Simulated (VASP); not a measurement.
# TiCo: vacancies and antisites compared, part 3 of 7

Wanted: a map of the native defects of TiCo, all in one supercell and at one level. The start is a computed cell from the Materials Project.

VASP 6.6.1, plane waves and PAW; the level of theory is named at each step.

So far. Step 2 (Relaxing the host crystal): The run ended after 3 ionic steps, 0.008 eV below its first step, once forces and stress met EDIFFG = -0.02. Step 3 (The perfect supercell): The host is treated as a metal, as its relaxation found a gap under 0.3 eV or none, and only the neutral defect is run.

## (4) Reference Co

This step: PBE, spin-polarised from a ferromagnetic start; plane waves and PAW (Co) (VASP 6.6.1).

System of this step: Co. Symmetry: P6_3/mmc, No. 194, hexagonal system. The conventional cell has a = 2.510 Å, b = 2.510 Å, c = 4.071 Å, α = 90.00°, β = 90.00°, γ = 120.00°. Co has 12 Co at 2.50 to 2.51 Å nearest.

The reference for Co is its crystal, relaxed at the cutoff of the large cell.

Input file INCAR:

```
SYSTEM = Co
PREC = Normal
ENCUT = 300
EDIFF = 1E-05
NELM = 120
ISMEAR = 1
SIGMA = 0.1
LREAL = Auto
ALGO = Fast
GGA = PE
NBANDS = 18
ISPIN = 2
MAGMOM = 1.7 1.7
LASPH = .TRUE.
LMAXMIX = 4
LORBIT = 11
LWAVE = .FALSE.
LCHARG = .FALSE.
KPAR = 8
IBRION = 2
NSW = 25
ISIF = 3
EDIFFG = -0.02
POTIM = 0.4
```

Input file POSCAR:

```
Co
1.0
    2.5100000000      0.0000000000      0.0000000000
   -1.2550000000      2.1737237635      0.0000000000
    0.0000000000      0.0000000000      4.0712200000
Co
2
Direct
    0.0000000000      0.0000000000      0.0000000000
    0.3333333333      0.6666666667      0.5000000000
```

Input file KPOINTS:

```
Automatic mesh
0
Gamma
12 12 7
0 0 0
```

PAW data sets: Co (PBE family, release 64).

Run with:

```console
$ mpirun -np 8 vasp_std
```

What it wrote:

```text
[banner, memory and clock lines left out]
running    8 mpi-ranks, on    1 nodes
 distrk:  each k-point on    1 cores,    8 groups
 distr:  one band on    1 cores,    1 groups

 POSCAR found type information on POSCAR Co
 POSCAR found :  1 types and       2 ions
 [... a notice as in an earlier step ...]

|                                                                             |
|               ----> ADVICE to this user running VASP <----                  |
|                                                                             |
|     You have a (more or less) 'small supercell' and for smaller cells       |
|     it is recommended to use the reciprocal-space projection scheme!        |
|     The real-space optimization is not efficient for small cells and it     |
|     is also less accurate ...                                               |
|     Therefore, set LREAL=.FALSE. in the INCAR file.                         |
|                                                                             |

 LDA part: xc-table for (Slater+PW92), standard interpolation
 POSCAR, INCAR and KPOINTS ok, starting setup
 FFT: planning ... GRIDC
 FFT: planning ... GRID_SOFT
 FFT: planning ... GRID
 WAVECAR not read
 entering main loop
       N       E                     dE             d eps       ncg     rms          rms(c)
DAV:   1     0.583815289051E+02    0.58382E+02   -0.53465E+03  5920   0.823E+02
DAV:   2    -0.140256523895E+02   -0.72407E+02   -0.65603E+02  5508   0.182E+02
DAV:   3    -0.161470608490E+02   -0.21214E+01   -0.20715E+01  6196   0.394E+01
DAV:   4    -0.161801696159E+02   -0.33109E-01   -0.33093E-01  6974   0.416E+00
DAV:   5    -0.161808771251E+02   -0.70751E-03   -0.70748E-03  6188   0.535E-01    0.143E+01
RMM:   6    -0.145278248776E+02    0.16531E+01   -0.90996E+00  5472   0.338E+01    0.768E+00
RMM:   7    -0.141131802537E+02    0.41464E+00   -0.11581E+00  5472   0.130E+01    0.402E+00
RMM:   8    -0.140885283174E+02    0.24652E-01   -0.30408E-02  5489   0.121E+00    0.183E+00
RMM:   9    -0.140753851919E+02    0.13143E-01   -0.80839E-03  5699   0.548E-01    0.554E-01
RMM:  10    -0.140757544985E+02   -0.36931E-03   -0.14389E-03  5625   0.326E-01    0.263E-01
RMM:  11    -0.140758317097E+02   -0.77211E-04   -0.48306E-04  5646   0.172E-01    0.378E-02
RMM:  12    -0.140758386318E+02   -0.69220E-05   -0.17599E-04  5799   0.817E-02    0.308E-02
RMM:  13    -0.140758416251E+02   -0.29933E-05   -0.22852E-05  4125   0.398E-02
   1 F= -.14075842E+02 E0= -.14075639E+02  d E =-.140758E+02  mag=     3.2877
 curvature:   0.00 expect dE= 0.000E+00 dE for cont linesearch  0.000E+00
 trial: gam= 0.00000 g(F)=  0.543E-46 g(S)=  0.458E-01 ort = 0.000E+00 (trialstep = 0.100E+01)
 search vector abs. value=  0.458E-01
 bond charge predicted
       N       E                     dE             d eps       ncg     rms          rms(c)
DAV:   1    -0.146609225964E+02   -0.58508E+00   -0.49822E+00  5788   0.373E+01    0.621E+00
RMM:   2    -0.141841427929E+02    0.47678E+00   -0.15192E+00  5472   0.143E+01    0.402E+00
RMM:   3    -0.140932225862E+02    0.90920E-01   -0.18765E-01  5473   0.514E+00    0.175E+00
RMM:   4    -0.140838778303E+02    0.93448E-02   -0.58189E-03  5577   0.655E-01    0.572E-01
RMM:   5    -0.140774020395E+02    0.64758E-02   -0.21089E-03  5719   0.336E-01    0.129E-01
RMM:   6    -0.140773213384E+02    0.80701E-04   -0.48712E-04  5672   0.231E-01    0.555E-02
RMM:   7    -0.140773425937E+02   -0.21255E-04   -0.19952E-04  5880   0.736E-02    0.261E-02
RMM:   8    -0.140773425533E+02    0.40468E-07   -0.11859E-05  3929   0.248E-02
   2 F= -.14077343E+02 E0= -.14077414E+02  d E =-.150093E-02  mag=     3.1960
[... from here on, the cycles between the ionic steps are left out ...]
   3 F= -.14086400E+02 E0= -.14086419E+02  d E =-.105579E-01  mag=     3.2374
   4 F= -.14086374E+02 E0= -.14086386E+02  d E =-.105325E-01  mag=     3.2386
   5 F= -.14086642E+02 E0= -.14086656E+02  d E =-.268163E-03  mag=     3.2377
   6 F= -.14086649E+02 E0= -.14086669E+02  d E =-.274625E-03  mag=     3.2370
   7 F= -.14086662E+02 E0= -.14086686E+02  d E =-.288062E-03  mag=     3.2372
   8 F= -.14086666E+02 E0= -.14086688E+02  d E =-.292200E-03  mag=     3.2375
   9 F= -.14086669E+02 E0= -.14086691E+02  d E =-.295181E-03  mag=     3.2374
 curvature:  -0.63 expect dE=-0.824E-04 dE for cont linesearch -0.667E-05
 ZBRENT: bisectioning
 opt :   1.4004  next Energy=   -14.086685 (dE=-0.311E-03)
 bond charge predicted
       N       E                     dE             d eps       ncg     rms          rms(c)
DAV:   1    -0.140866839382E+02   -0.13067E-04   -0.47539E-04  5930   0.160E-01    0.251E-02
RMM:   2    -0.140866729586E+02    0.10980E-04   -0.49282E-06  2981   0.207E-02    0.130E-02
RMM:   3    -0.140866703056E+02    0.26530E-05   -0.34127E-06  2949   0.165E-02
  10 F= -.14086670E+02 E0= -.14086691E+02  d E =-.296220E-03  mag=     3.2373
 curvature:  -1.53 expect dE=-0.263E-06 dE for cont linesearch -0.753E-07
 trial: gam=-0.01427 g(F)=  0.541E-46 g(S)=  0.171E-06 ort = 0.452E-05 (trialstep = 0.999E+00)
 search vector abs. value=  0.127E-06
 reached required accuracy - stopping structural energy minimisation
```

Elapsed: 14 s, on 8 MPI ranks of Intel Xeon 6975P-C (Granite Rapids), shared host; peak memory 0.96 GiB; 96 s of CPU time.

From OUTCAR (step 4):

```text
  LATTYP: Found a hexagonal cell.
 ALAT       =     2.5100000000
 C/A-ratio  =     1.6220000000

 Subroutine GETGRP returns: Found 24 space group operations
 (whereof 12 operations were pure point group operations)

The static configuration has the point symmetry D_3h.
 The point group associated with its full space group is D_6h.

 Found     76 irreducible k-points:

   k-points           NKPTS =     76   k-points in BZ     NKDIM =     76   number of bands    NBANDS=     18

   dimension x,y,z NGX =    12 NGY =   12 NGZ =   18
   dimension x,y,z NGXF=    24 NGYF=   24 NGZF=   36

   ENCUT  =  300.0 eV  22.05 Ry    4.70 a.u.   3.54  3.54  5.75*2*pi/ulx,y,z

   NELECT =      18.0000    total number of electrons

 E-fermi :  10.2748

 spin component 1
 k-point     1 :       0.0000    0.0000    0.0000
  band No.  band energies     occupation
    ...
      8       8.3380      1.00000
      9       8.3380      1.00000
     10       9.4577      1.00000
     11       9.4577      1.00000
     12      10.2584      0.63693
     13      16.7151      0.00000
     14      32.2193      0.00000
     15      34.7660      0.00000
     16      34.7660      0.00000
     17      35.3689      0.00000
    ...

 k-point     2 :       0.0833   -0.0000    0.0000
  band No.  band energies     occupation
    ...
      7       8.1040      1.00000
      8       8.1915      1.00000
      9       8.2671      1.00000
     10       8.7061      1.00000
     11       9.4882      1.00000
     12      11.3228     -0.00000
     13      16.7587      0.00000
     14      30.3660      0.00000
     15      32.6519      0.00000
     16      32.7088      0.00000
    ...

 k-point     3 :       0.1667   -0.0000    0.0000
  band No.  band energies     occupation
    ...
      7       8.1189      1.00000
      8       8.1859      1.00000
      9       8.3179      1.00000
     10       8.3832      1.00000
     11       9.5535      1.00000
     12      12.9111      0.00000
     13      16.9073      0.00000
     14      26.5423      0.00000
     15      30.2573      0.00000
     16      31.7813      0.00000
    ...

 k-point     4 :       0.2500   -0.0000    0.0000
  band No.  band energies     occupation
    ...
      7       8.1202      1.00000
      8       8.5802      1.00000
      9       8.6110      1.00000
     10       8.7839      1.00000
     11       9.6158      1.00000
     12      14.7085      0.00000
     13      17.1931      0.00000
     14      22.8366      0.00000
     15      28.1801      0.00000
     16      30.3640      0.00000
    ...

  Total       -0.0007669     -0.0007669     -0.0027767      0.0000000     -0.0000000     -0.0000000
  in kB       -0.0567250     -0.0567250     -0.2053745      0.0000000     -0.0000000     -0.0000000
  external PRESSURE =      -0.1062748 kB  Pullay stress =       0.0000000 kB

  energy-cutoff  :      300.00
  volume of cell :       21.66
      direct lattice vectors                 reciprocal lattice vectors
     2.495305595  0.000000000 -0.000000000     0.400752518  0.231374574  0.000000000
    -1.247652797  2.160998035  0.000000000    -0.000000000  0.462749148  0.000000000
     0.000000000 -0.000000000  4.017056915     0.000000000 -0.000000000  0.248938469

 POSITION                                       TOTAL-FORCE (eV/Angst)
 -----------------------------------------------------------------------------------
      0.00000      0.00000      0.00000        -0.000000     -0.000000     -0.000000
     -0.00000      1.44067      2.00853         0.000000      0.000000      0.000000
 -----------------------------------------------------------------------------------
    total drift:                               -0.000000      0.000000     -0.000000

  FREE ENERGIE OF THE ION-ELECTRON SYSTEM (eV)
  ---------------------------------------------------
  free  energy   TOTEN  =       -14.0866703056 eV

  energy  without entropy=      -14.0867335877  energy(sigma->0) =      -14.08669140

 total charge
# of ion       s       p       d       tot
------------------------------------------
    1        0.490   0.523   7.251   8.265
    2        0.490   0.523   7.251   8.265
--------------------------------------------------
tot          0.980   1.047  14.503  16.529

 magnetization (x)
# of ion       s       p       d       tot
------------------------------------------
    1       -0.015  -0.054   1.708   1.639
    2       -0.015  -0.054   1.708   1.639
--------------------------------------------------
tot         -0.029  -0.108   3.415   3.278

[... 1 part as in an earlier step ...]

[... 11 further parts left out ...]
```

CONTCAR:

```
Co
   1.00000000000000
     2.4953055947036855    0.0000000000000000   -0.0000000000000000
    -1.2476527973518428    2.1609980352198686    0.0000000000000000
     0.0000000000000000   -0.0000000000000000    4.0170569148870143
  Co
     2
Direct
     0.0000000000000000    0.0000000000000000    0.0000000000000000
     0.3333333332999970    0.6666666667000030    0.5000000000000000
```

The run keeps the 24 symmetry operations of its start, so it cannot find a distortion of lower symmetry.

Step by step:

```csv
step,energy less that of the first step (eV),largest force (eV/Å),pressure (GPa),volume (Å³)
1,0.0000,0.0000,-6.35,22.21
2,-0.0015,0.0000,5.80,21.10
3,-0.0106,0.0000,0.27,21.65
4,-0.0105,0.0000,-0.29,21.66
5,-0.0108,0.0000,-0.31,21.66
6,-0.0108,0.0000,-0.29,21.66
7,-0.0108,0.0000,-0.53,21.66
8,-0.0108,0.0000,-0.29,21.66
9,-0.0108,0.0000,-0.34,21.66
10,-0.0108,0.0000,-0.01,21.66
```

```csv
"conventional cell, symmetrised",before,after,change
a (Å),2.510,2.495,-0.6 %
b (Å),2.510,2.495,-0.6 %
c (Å),4.071,4.017,-1.3 %
volume (Å³/atom),11.11,10.83,-2.5 %
```

The relaxed structure:

```cif
data_structure
_symmetry_space_group_name_H-M 'P 1'
_symmetry_Int_Tables_number 1
_cell_length_a 2.4953
_cell_length_b 2.4953
_cell_length_c 4.0171
_cell_angle_alpha 90.000
_cell_angle_beta 90.000
_cell_angle_gamma 120.000
_cell_volume 21.66
loop_
_atom_site_label
_atom_site_type_symbol
_atom_site_fract_x
_atom_site_fract_y
_atom_site_fract_z
_atom_site_occupancy
Co1 Co 0.00000 0.00000 0.00000 1
Co2 Co 0.33333 0.66667 0.50000 1
```

This step gave:

```
electronic cycles                                 : 52
electrons                                         : 18
free energy (TOTEN)                               : -14.09 eV
Fermi energy                                      : 10.27 eV
moment of the cell, from the last line of the log : 3.237 μB
```

Spin moment in the PAW sphere by atom:

```csv
atom,spin moment in the PAW sphere (μB)
Co1,1.64
Co2,1.64
```

The run ended after 10 ionic steps, 0.011 eV below its first step, once forces and stress met EDIFFG = -0.02.

Energy at zero smearing: -14.08669 eV.

## (5) Reference Ti

This step: PBE; plane waves and PAW (Ti) (VASP 6.6.1).

System of this step: Ti. The structure is hexagonal, space group P6_3/mmc (No. 194). The conventional cell has a = 2.950 Å, b = 2.950 Å, c = 4.685 Å, α = 90.00°, β = 90.00°, γ = 120.00°. Ti has 12 Ti at 2.90 to 2.95 Å nearest.

The reference for Ti is its crystal, relaxed at the cutoff of the large cell.

INCAR, as its differences from that of step 4:

```diff
@@ -1,2 +1,2 @@
-SYSTEM = Co
+SYSTEM = Ti
 PREC = Normal
@@ -10,7 +10,4 @@
 GGA = PE
-NBANDS = 18
-ISPIN = 2
-MAGMOM = 1.7 1.7
+NBANDS = 10
 LASPH = .TRUE.
-LMAXMIX = 4
 LORBIT = 11
```

Input file POSCAR:

```
Ti
1.0
    2.9500000000      0.0000000000      0.0000000000
   -1.4750000000      2.5547749412      0.0000000000
    0.0000000000      0.0000000000      4.6846000000
Ti
2
Direct
    0.0000000000      0.0000000000      0.0000000000
    0.3333333333      0.6666666667      0.5000000000
```

Input file KPOINTS:

```
Automatic mesh
0
Gamma
10 10 6
0 0 0
```

PAW data sets: Ti (PBE family, release 64).

Run with:

```console
$ mpirun -np 8 vasp_std
```

What it wrote:

```text
[banner, memory and clock lines left out]
running    8 mpi-ranks, on    1 nodes
 distrk:  each k-point on    1 cores,    8 groups
 distr:  one band on    1 cores,    1 groups

 POSCAR found type information on POSCAR Ti
 POSCAR found :  1 types and       2 ions
 [... a notice as in an earlier step ...]

 [... a notice as in an earlier step ...]

 LDA part: xc-table for (Slater+PW92), standard interpolation
 POSCAR, INCAR and KPOINTS ok, starting setup
 FFT: planning ... GRIDC
 FFT: planning ... GRID_SOFT
 FFT: planning ... GRID
 WAVECAR not read
 entering main loop
       N       E                     dE             d eps       ncg     rms          rms(c)
DAV:   1     0.512551019344E+01    0.51255E+01   -0.23576E+03  1120   0.454E+02
DAV:   2    -0.169313684531E+02   -0.22057E+02   -0.21114E+02  1138   0.919E+01
DAV:   3    -0.177501892381E+02   -0.81882E+00   -0.80187E+00  1576   0.194E+01
DAV:   4    -0.177588001302E+02   -0.86109E-02   -0.85767E-02  1366   0.175E+00
DAV:   5    -0.177588227385E+02   -0.22608E-04   -0.22606E-04  1328   0.750E-02    0.151E+01
RMM:   6    -0.157278309754E+02    0.20310E+01   -0.38275E+00  1120   0.186E+01    0.391E+00
RMM:   7    -0.155034173900E+02    0.22441E+00   -0.18701E+00  1121   0.886E+00    0.117E+00
RMM:   8    -0.155080894354E+02   -0.46720E-02   -0.26924E-01  1120   0.516E+00    0.702E-01
RMM:   9    -0.155129521540E+02   -0.48627E-02   -0.11097E-01  1121   0.212E+00    0.498E-01
RMM:  10    -0.155106357283E+02    0.23164E-02   -0.29795E-02  1120   0.172E+00    0.790E-02
RMM:  11    -0.155109680774E+02   -0.33235E-03   -0.44686E-03  1128   0.288E-01    0.245E-02
RMM:  12    -0.155109720776E+02   -0.40001E-05   -0.27645E-04  1104   0.937E-02    0.401E-02
RMM:  13    -0.155109749886E+02   -0.29110E-05   -0.41732E-05   933   0.404E-02
   1 F= -.15510975E+02 E0= -.15510362E+02  d E =-.155110E+02
 curvature:   0.00 expect dE= 0.000E+00 dE for cont linesearch  0.000E+00
 trial: gam= 0.00000 g(F)=  0.216E-45 g(S)=  0.314E-01 ort = 0.000E+00 (trialstep = 0.100E+01)
 search vector abs. value=  0.314E-01
 bond charge predicted
       N       E                     dE             d eps       ncg     rms          rms(c)
DAV:   1    -0.155304457209E+02   -0.19474E-01   -0.78585E-01  1128   0.894E+00    0.134E+00
RMM:   2    -0.155218573955E+02    0.85883E-02   -0.14619E-02  1120   0.108E+00    0.500E-01
RMM:   3    -0.155207020095E+02    0.11554E-02   -0.64832E-03  1120   0.435E-01    0.812E-02
RMM:   4    -0.155207051819E+02   -0.31725E-05   -0.72796E-04  1121   0.248E-01    0.114E-01
RMM:   5    -0.155224890310E+02   -0.17838E-02   -0.71053E-03  1322   0.688E-01    0.498E-01
RMM:   6    -0.155207062393E+02    0.17828E-02   -0.54172E-03  1265   0.673E-01    0.308E-01
RMM:   7    -0.155206924327E+02    0.13807E-04   -0.13881E-04  1117   0.832E-02    0.137E-01
RMM:   8    -0.155206894676E+02    0.29651E-05   -0.40004E-05   952   0.362E-02
   2 F= -.15520689E+02 E0= -.15519989E+02  d E =-.971448E-02
[...]
3 F= -.15522548E+02 E0= -.15521851E+02  d E =-.115728E-01
[...]
4 F= -.15522548E+02 E0= -.15521851E+02  d E =-.115726E-01
[...]
5 F= -.15522691E+02 E0= -.15522017E+02  d E =-.143264E-03
 ZBRENT: can't locate minimum, use default step
 trial-energy change:   -0.000143  1 .order   -0.000150   -0.000170   -0.000130
 step:   3.7859(harm=  4.0208)  dis= 0.00000  next Energy=   -15.522909 (dE=-0.362E-03)
 bond charge predicted
       N       E                     dE             d eps       ncg     rms          rms(c)
DAV:   1    -0.155229436434E+02   -0.24395E-03   -0.27584E-02  1120   0.102E+00    0.637E-02
RMM:   2    -0.155228659359E+02    0.77708E-04   -0.10421E-04  1095   0.895E-02    0.347E-02
RMM:   3    -0.155228371640E+02    0.28772E-04   -0.35016E-05   986   0.363E-02    0.358E-03
RMM:   4    -0.155228370983E+02    0.65697E-07   -0.38062E-06   646   0.115E-02
   6 F= -.15522837E+02 E0= -.15522298E+02  d E =-.289500E-03
 curvature:  -2.09 expect dE=-0.897E-04 dE for cont linesearch -0.364E-05
 trial: gam= 0.07100 g(F)=  0.319E-45 g(S)=  0.428E-04 ort =-0.181E-04 (trialstep = 0.151E+01)
 search vector abs. value=  0.412E-04
 reached required accuracy - stopping structural energy minimisation
```

Elapsed: 3.6 s, on 8 MPI ranks; peak memory 0.83 GiB.

OUTCAR, selected parts (step 5):

```text
   k-points           NKPTS =     56   k-points in BZ     NKDIM =     56   number of bands    NBANDS=     10

   ENCUT  =  300.0 eV  22.05 Ry    4.70 a.u.   4.17  4.17  6.62*2*pi/ulx,y,z

   NELECT =       8.0000    total number of electrons

 E-fermi :   3.1375

 k-point     1 :       0.0000    0.0000    0.0000
  band No.  band energies     occupation
      1      -2.9963      2.00000
      2       0.4662      2.00000
      3       3.9025     -0.00000
      4       3.9025     -0.00000
      5       4.0105     -0.00000
      6       4.0605     -0.00000
      7       4.4178     -0.00000
    ...

  Total        0.0235391      0.0235391      0.0333419      0.0000000      0.0000000      0.0000000
  in kB        1.1026932      1.1026932      1.5619077      0.0000000      0.0000000      0.0000000
  external PRESSURE =       1.2557647 kB  Pullay stress =       0.0000000 kB

 POSITION                                       TOTAL-FORCE (eV/Angst)
 -----------------------------------------------------------------------------------
      2.92882      0.00000     -0.00000         0.000000     -0.000000     -0.000000
     -0.00000      1.69095      2.30198        -0.000000      0.000000      0.000000
 -----------------------------------------------------------------------------------
    total drift:                               -0.000000      0.000000     -0.000000

  FREE ENERGIE OF THE ION-ELECTRON SYSTEM (eV)
  ---------------------------------------------------
  free  energy   TOTEN  =       -15.5228370983 eV

  energy  without entropy=      -15.5212185534  energy(sigma->0) =      -15.52229758

[... 3 parts as in an earlier step ...]

[... 13 further parts left out ...]
```

CONTCAR:

```
Ti
   1.00000000000000
     2.9288153478384955    0.0000000000000000   -0.0000000000000000
    -1.4644076739192478    2.5364284942570170    0.0000000000000000
    -0.0000000000000000    0.0000000000000000    4.6039566509829593
  Ti
     2
Direct
     1.0000000000000000    0.0000000000000000    0.0000000000000000
     0.3333333332999970    0.6666666667000030    0.5000000000000000
```

Relaxation path:

```csv
step,energy less that of the first step (eV),largest force (eV/Å),pressure (GPa),volume (Å³)
1,0.0000,0.0000,-3.34,35.31
2,-0.0097,0.0000,1.60,33.82
3,-0.0116,0.0000,0.00,34.24
4,-0.0116,0.0000,0.13,34.22
5,-0.0117,0.0000,0.12,34.21
6,-0.0119,0.0000,0.13,34.20
```

```csv
"conventional cell, symmetrised",before,after,change
a (Å),2.950,2.929,-0.7 %
b (Å),2.950,2.929,-0.7 %
c (Å),4.685,4.604,-1.7 %
volume (Å³/atom),17.65,17.10,-3.1 %
```

Final coordinates:

```xyz
2
Lattice="2.9288 0.0000 0.0000 -1.4644 2.5364 0.0000 0.0000 0.0000 4.6040" Properties=species:S:1:pos:R:3 pbc="T T T"
Ti    0.0000    0.0000    0.0000
Ti    0.0000    1.6910    2.3020
```

This step gave:

* electronic cycles: 34
* electrons: 8
* free energy (TOTEN): -15.52 eV
* energy at zero smearing: -15.52 eV
* Fermi energy: 3.138 eV

The run ended after 6 ionic steps, 0.012 eV below its first step, once forces and stress met EDIFFG = -0.02.

Energy at zero smearing: -15.52230 eV.

(Continued in part 4 of 7.)

[Lines on the potential files, build, host, timing and source positions are cut from VASP's logs without a mark.]

[Logs are printed without paths, hosts, clocks, repeated set-up lines and the standing remarks that a program may print on its own settings, such as how far it seeks lower states.]

[Hosts, paths, dates, database ids (printed as entryN), source tags and the programs' standing remarks are cut or masked in the printed files.]

[In band tables of VASP the shares of atoms and orbitals are scaled to a sum of 1 inside the atoms' spheres.]

[Runs that stopped without an error message from VASP are left out.]
